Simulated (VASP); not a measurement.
# Rh in VASP: relaxation of the atoms with PBE

Aim: the relaxation of the atoms of Rh with PBE.

Everything below comes from runs of VASP 6.6.1. Logs are shortened: lines on timing, memory, paths and dates and some standing lists are left out, and cuts for length are marked.

**1. The structure**

The cell holds a slab with vacuum, 5 atoms: a = 3.867 Å, b = 10.231 Å, c = 23.104 Å, α = 90.00°, β = 90.00°, γ = 100.89°.

The cell was built by a generator and needn't be a form met in nature.

**2. Relaxation of the atoms, PBE**

File INCAR:

```
PREC = Accurate ; ENCUT = 520
EDIFF = 1E-7 ; ISMEAR = 1
SIGMA = 0.1 ; LREAL = False
LASPH = True ; NELM = 120
ALGO = Fast ; ISIF = 2
LWAVE = False ; LCHARG = False
LDIPOL = True ; IDIPOL = 3
DIPOL = 0.5 0.5 0.500 ; GGA = PE
IBRION = 2 ; NSW = 90
EDIFFG = -0.02 ; KPAR = 2
```

File KPOINTS:

```
regular mesh
0
Gamma
  9 4 1
```

File POSCAR:

```
Rh
1.0
    3.8668983000      0.0000000000      0.0000000000
   -1.9334491000     10.0464965000      0.0000000000
    0.0000000000      0.0000000000     23.1039786400
Rh
5
Direct
    0.0000000000      1.0000000000      0.5000000000
    0.4000000000      0.8000000000      0.5000000000
    0.8000000000      0.6000000000      0.5000000000
    0.2000000000      0.4000000000      0.5000000000
    0.6000000000      0.2000000000      0.5000000000
```

Potentials or basis: VASP PAW PBE potentials, release 64 (Rh_pv).

Command:

```bash
cat potpaw_PBE.64/Rh_pv/POTCAR > POTCAR
mpirun -np 2 vasp_std > vasp.out
```

OUTCAR:

```text
PREC = Accurate
   ENCUT = 520
   EDIFF = 1E-7
   ISMEAR = 1
   LREAL = False
   LASPH = True
   NELM = 120
   ISIF = 2
   GGA = PE
   IBRION = 2
   NSW = 90
   EDIFFG = -0.02

 ion  position               nearest neighbor table
   1  0.000  0.000  0.500-   2 2.79   5 2.79   5 2.79   2 2.79
   2  0.400  0.800  0.500-   3 2.79   1 2.79   3 2.79   1 2.79
   3  0.800  0.600  0.500-   2 2.79   4 2.79   2 2.79   4 2.79
   4  0.200  0.400  0.500-   5 2.79   3 2.79   5 2.79   3 2.79
   5  0.600  0.200  0.500-   4 2.79   1 2.79   4 2.79   1 2.79

  LATTYP: Found a base centered orthorhombic cell.
 ALAT       =     3.8668983000
 B/A-ratio  =     5.1961524305
 C/A-ratio  =     5.9748089677

  Lattice vectors:

 A1 = (   1.9334491000, -10.0464965000,   0.0000000000)
 A2 = (   1.9334492000,  10.0464965000,   0.0000000000)
 A3 = (   0.0000000000,   0.0000000000,  23.1039786400)

Analysis of symmetry for initial positions (statically):
=====================================================================
 Subroutine PRICEL returns following result:

  LATTYP: Found a base centered orthorhombic cell.
 ALAT       =     3.8668983000
 B/A-ratio  =     1.0392304861
 C/A-ratio  =     5.9748089677

  Lattice vectors:

 A1 = (  -1.9334491400,   2.0092993000,   0.0000000000)
 A2 = (  -1.9334491600,  -2.0092993000,   0.0000000000)
 A3 = (   0.0000000000,   0.0000000000,  23.1039786400)

   5 primitive cells build up your supercell.

 Routine SETGRP: Setting up the symmetry group for a
 base centered orthorhombic supercell.

 Subroutine GETGRP returns: Found  8 space group operations
 (whereof  8 operations were pure point group operations)
 out of a pool of  8 trial point group operations.

The static configuration has the point symmetry D_2h.

Analysis of symmetry for dynamics (positions and initial velocities):
=====================================================================
 Subroutine PRICEL returns following result:

  LATTYP: Found a base centered orthorhombic cell.
 ALAT       =     3.8668983000
 B/A-ratio  =     1.0392304861
 C/A-ratio  =     5.9748089677

  Lattice vectors:

 A1 = (  -1.9334491400,   2.0092993000,   0.0000000000)
 A2 = (  -1.9334491600,  -2.0092993000,   0.0000000000)
 A3 = (   0.0000000000,   0.0000000000,  23.1039786400)

   5 primitive cells build up your supercell.

 Routine SETGRP: Setting up the symmetry group for a
 base centered orthorhombic supercell.

 Subroutine GETGRP returns: Found  8 space group operations
 (whereof  8 operations were pure point group operations)
 out of a pool of  8 trial point group operations.

The dynamic configuration has the point symmetry D_2h.

 Subroutine INISYM returns: Found  8 space group operations
 (whereof  8 operations are pure point group operations),
 and found     5 'primitive' translations

----------------------------------------------------------------------------------------

                                     Primitive cell

  volume of cell :     179.5123

  direct lattice vectors                    reciprocal lattice vectors
    -1.933449140  2.009299300  0.000000000    -0.258605198  0.248842969  0.000000000
    -1.933449160 -2.009299300  0.000000000    -0.258605198 -0.248842966  0.000000000
     0.000000000  0.000000000 23.103978640     0.000000000  0.000000000  0.043282588

  length of vectors
     2.788460015  2.788460029 23.103978640     0.358886432  0.358886431  0.043282588

  position of ions in fractional coordinates (direct lattice)
     0.000000000  0.000000000  0.500000000

  ion indices of the primitive-cell ions
   primitive index   ion index
                 1           1

----------------------------------------------------------------------------------------

 KPOINTS: regular mesh

Automatic generation of k-mesh.
 Grid dimensions read from file:
 generate k-points for:    9    4    1

 Generating k-lattice:

  Cartesian coordinates                     Fractional coordinates (reciprocal lattice)
     0.028733911  0.005529844  0.000000000     0.111111111  0.000000000  0.000000000
     0.000000000  0.024884297  0.000000000     0.000000000  0.250000000  0.000000000
     0.000000000  0.000000000  0.043282588     0.000000000  0.000000000  1.000000000

  Length of vectors
     0.029261183  0.024884297  0.043282588

  Shift w.r.t. Gamma in fractional coordinates (k-lattice)
     0.000000000  0.000000000  0.000000000

 -----------------------------------------------------------------------------
|                                                                             |
|           W    W    AA    RRRRR   N    N  II  N    N   GGGG   !!!           |
|           W    W   A  A   R    R  NN   N  II  NN   N  G    G  !!!           |
|           W    W  A    A  R    R  N N  N  II  N N  N  G       !!!           |
|           W WW W  AAAAAA  RRRRR   N  N N  II  N  N N  G  GGG   !            |
|           WW  WW  A    A  R   R   N   NN  II  N   NN  G    G                |
|           W    W  A    A  R    R  N    N  II  N    N   GGGG   !!!           |
|                                                                             |
|     Your reciprocal lattice and k-lattice belong to different lattice       |
|     classes:                                                                |
|                                                                             |
|        The reciprocal lattice is base centered orthorhombic,                |
|        whereas your k-lattice is simple monoclinic.                         |
|                                                                             |
|     Results are often still useful ...                                      |
|                                                                             |
 -----------------------------------------------------------------------------

 WARNING: IBZKPT: internal override: KBLOWUP is changed to .FALSE.
      ... skipping the blow-up phase ...

 Subroutine IBZKPT returns following result:
 ===========================================

 Found     19 irreducible k-points:

 Following reciprocal coordinates:
            Coordinates               Weight
  0.000000  0.000000  0.000000      1.000000
  0.111111 -0.000000  0.000000      2.000000
  0.222222 -0.000000  0.000000      2.000000
  0.333333  0.000000  0.000000      2.000000
  0.444444 -0.000000  0.000000      2.000000
  0.000000  0.250000  0.000000      2.000000
[... 11 lines left out ...]
  0.333333  0.500000  0.000000      2.000000
  0.444444  0.500000  0.000000      2.000000
   k-points           NKPTS =     19   k-points in BZ     NKDIM =     19   number of bands    NBANDS=     45
   number of dos      NEDOS =    301   number of ions     NIONS =      5
   total plane-waves  NPLWV = 432000
   dimension x,y,z NGX =    30 NGY =   80 NGZ =  180
   dimension x,y,z NGXF=    60 NGYF=  160 NGZF=  360
   ions per type =               5
   NGX,Y,Z   is equivalent  to a cutoff of  12.90, 13.00, 12.95 a.u.
   NGXF,Y,Z  is equivalent  to a cutoff of  25.80, 26.00, 25.90 a.u.
 SYSTEM =  unknown system
   PREC   = accura    normal or accurate (medium, high low for compatibility)
   ISTART =      0    job   : 0-new  1-cont  2-samecut
   ICHARG =      2    charge: 1-file 2-atom 10-const
   ISPIN  =      1    spin polarized calculation?
   LNONCOLLINEAR =      F non collinear calculations
   LSORBIT =      F    spin-orbit coupling
   LASPH  =      T    aspherical Exc in radial PAW
   ENCUT  =  520.0 eV  38.22 Ry    6.18 a.u.   7.19 19.02 42.96*2*pi/ulx,y,z
   NELM   =    120;   NELMIN=  2; NELMDL= -5     # of ELM steps
   EDIFF  = 0.1E-06   stopping-criterion for ELM
   LREAL  =      F    real-space projection
   EDIFFG = -.2E-01   stopping-criterion for IOM
   NSW    =     90    number of steps for IOM
   IBRION =      2    ionic relax: 0-MD 1-quasi-New 2-CG
   NFREE  =      1    steps in history (QN), initial steepest desc. (CG)
   ISIF   =      2    stress and relaxation
   ISYM   =      2    0-nonsym 1-usesym 2-fastsym
   POTIM  = 0.5000    time-step for ionic-motion
   TEBEG  =    0.0;   TEEND  =   0.0 temperature during run
   PSTRESS=    0.0 pullay stress
   NELECT =      75.0000    total number of electrons
   NUPDOWN=      -1.0000    fix difference up-down
   EMIN   =  10.00;   EMAX   =-10.00  energy-range for DOS
   EFERMI =   0.00;   METHOD = LEGACY
   ISMEAR =     1;   SIGMA  =   0.10  broadening in eV -4-tet -1-fermi 0-gaus
   EFERMI_NEDOS =   21; number of points for ismear=-14 and -15
   IALGO  =     68    algorithm
   IMIX   =      4    mixing-type and parameters
     AMIX     =   0.40;   BMIX     =  1.00
     AMIX_MAG =   1.60;   BMIX_MAG =  1.00
  volume/ion in A,a.u.               =     179.51      1211.41
  Fermi-wavevector in a.u.,A,eV,Ry     =   0.715716  1.352507  6.969570  0.512249
  Thomas-Fermi vector in A             =   1.803949
   LORBIT       =      0    0 simple, 1 ext, 2 COOP (PROOUT), +10 PAW based schemes
   GGA     = PE    functional components
   LHFCALC =     F    Hartree Fock is set to
   AEXX    =    0.0000 exact exchange contribution
   IVDW    =     0    specifies the selected vdW correction
   LEPSILON=     F    determine dielectric tensor
   LRPA    =     F    only Hartree local field effects (RPA)
 conjugate gradient relaxation of ions
 non-spin polarized calculation
 RMM-DIIS sequential band-by-band and
 Methfessel and Paxton  Order N= 1 SIGMA  =   0.10
  energy-cutoff  :      520.00
  volume of cell :      897.56
 maximum number of plane-waves:     24231
 NGX is ok and might be reduce to    30
   NGX = 15   NGY = 37   NGZ = 85

 dipolmoment           0.000000      0.000000      0.000000 electrons x Angstroem

 number of electron      75.0000012 magnetization

 dipolmoment           0.000000      0.000000     -0.000000 electrons x Angstroem

 Free energy of the ion-electron system (eV)
  ---------------------------------------------------
  ext. energy  EPLUGINS =         0.00000000
  ---------------------------------------------------
  free energy    TOTEN  =       -23.01834683 eV

  energy without entropy =      -23.00544788  energy(sigma->0) =      -23.01404718

 E-fermi :  -4.2689     XC(G=0):  -1.9617

 val. band max:       -4.2741464665   @ k =   0.0000   0.0000   0.0000
 cond. band min:      -4.2672902756   @ k =   0.2222  -0.0000   0.0000
 fundamental gap:      0.0068561909
 Fermi energy:        -4.2689056528

 k-point     1 :       0.0000    0.0000    0.0000
  band No.  band energies     occupation
      1     -49.9202      2.00000
      2     -49.9202      2.00000
      3     -49.8831      2.00000
      4     -49.8831      2.00000
      5     -49.7841      2.00000
      6     -49.7841      2.00000
[... 37 lines left out ...]
     44      -2.0331      0.00000
     45       0.1337      0.00000

 k-point     2 :       0.1111   -0.0000    0.0000
  band No.  band energies     occupation
      1     -49.9317      2.00000
      2     -49.9274      2.00000
      3     -49.8690      2.00000
      4     -49.8556      2.00000
      5     -49.8302      2.00000
      6     -49.8131      2.00000
[... 37 lines left out ...]
     44      -1.7565      0.00000
     45       0.1529      0.00000

 k-point     3 :       0.2222   -0.0000    0.0000
  band No.  band energies     occupation
      1     -49.9378      2.00000
      2     -49.9327      2.00000
      3     -49.8839      2.00000
      4     -49.8519      2.00000
      5     -49.8409      2.00000
      6     -49.8069      2.00000
[... 37 lines left out ...]
     44      -1.0884      0.00000
     45       0.3230      0.00000

 k-point     4 :       0.3333    0.0000    0.0000
  band No.  band energies     occupation
      1     -49.9403      2.00000
      2     -49.9261      2.00000
      3     -49.9139      2.00000
      4     -49.8869      2.00000
      5     -49.8096      2.00000
      6     -49.7775      2.00000
[... 661 lines left out ...]
     44      -1.2234      0.00000
     45      -0.8279      0.00000

 k-point    18 :       0.3333    0.5000    0.0000
  band No.  band energies     occupation
      1     -49.9455      2.00000
      2     -49.9383      2.00000
      3     -49.8949      2.00000
      4     -49.8616      2.00000
      5     -49.8361      2.00000
      6     -49.8054      2.00000
[... 37 lines left out ...]
     44      -1.3196      0.00000
     45      -0.6092      0.00000

 k-point    19 :       0.4444    0.5000    0.0000
  band No.  band energies     occupation
      1     -49.9506      2.00000
      2     -49.9373      2.00000
      3     -49.9076      2.00000
      4     -49.8687      2.00000
      5     -49.8386      2.00000
      6     -49.7875      2.00000
[... 37 lines left out ...]
     44      -1.8484      0.00000
     45      -1.8156      0.00000

------------------------ aborting loop because EDIFF is reached ----------------------------------------

 vacuum level on the upper side and lower side of the slab       (xc-potential included)        -0.006        -0.006

  FORCE on cell =-STRESS in cart. coord.  units (eV):
  Direction    XX          YY          ZZ          XY          YZ          ZX
  --------------------------------------------------------------------------------------
  -------------------------------------------------------------------------------------
  Total      -22.5873919    -23.3455894     -0.0405986     -0.0000001      0.0000000      0.0000000
  in kB      -40.3192557    -41.6726639     -0.0724700     -0.0000002      0.0000000      0.0000000
  external PRESSURE =     -27.3547965 kB  Pullay stress =       0.0000000 kB

 VOLUME and BASIS-vectors are now :
 -----------------------------------------------------------------------------
  energy-cutoff  :      520.00
  volume of cell :      897.56
      direct lattice vectors                 reciprocal lattice vectors
     3.866898300  0.000000000  0.000000000     0.258605198  0.049768592  0.000000000
    -1.933449100 10.046496500  0.000000000     0.000000000  0.099537187  0.000000000
     0.000000000  0.000000000 23.103978640     0.000000000  0.000000000  0.043282588

 POSITION                                       TOTAL-FORCE (eV/Angst)
 -----------------------------------------------------------------------------------
      0.00000      0.00000     11.55199         0.000000     -0.000000      0.000000
      0.00000      8.03720     11.55199        -0.000000     -0.000000     -0.000000
      1.93345      6.02790     11.55199        -0.000000     -0.000000     -0.000000
      0.00000      4.01860     11.55199        -0.000000     -0.000000     -0.000000
      1.93345      2.00930     11.55199         0.000000      0.000000     -0.000000
 -----------------------------------------------------------------------------------
    total drift:                                0.000000      0.000000     -0.000000

  FREE ENERGIE OF THE ION-ELECTRON SYSTEM (eV)
  ---------------------------------------------------
  free  energy   TOTEN  =       -23.0183468340 eV

  energy  without entropy=      -23.0054478808  energy(sigma->0) =      -23.01404718

 reached required accuracy - stopping structural energy minimisation

 vacuum level on the upper side and lower side of the slab         1.330         1.330
```

Wall time 10 min (2 MPI ranks of Intel Xeon 6975P-C (Granite Rapids), shared host); peak memory 1.2 GiB.

What came out:

```
Free energy            : -23.0183 eV
Band gap on the k mesh : none (metal or under the smearing width)
```

Final structure:
```
Rh
1.0
     3.86690    0.00000    0.00000
    -1.93345   10.04650    0.00000
     0.00000    0.00000   23.10398
Rh
5
Direct
  0.00000 0.00000 0.50000
  0.40000 0.80000 0.50000
  0.80000 0.60000 0.50000
  0.20000 0.40000 0.50000
  0.60000 0.20000 0.50000
```

Levels at points of the mesh, in eV from the Fermi level:
```tsv
k point	band 34	band 35	band 36	band 37	band 38	band 39	band 40	band 41	band 42	band 43
(0.00, 0.00, 0.00)	-0.43	-0.04	-0.04	-0.01	-0.01	0.11	0.14	0.57	0.77	0.77
(0.00, 0.50, 0.00)	-0.43	-0.28	-0.28	-0.04	-0.04	0.09	0.28	0.28	1.54	1.54
```

Caveat: the relaxation stopped at its first step, so nothing moved.
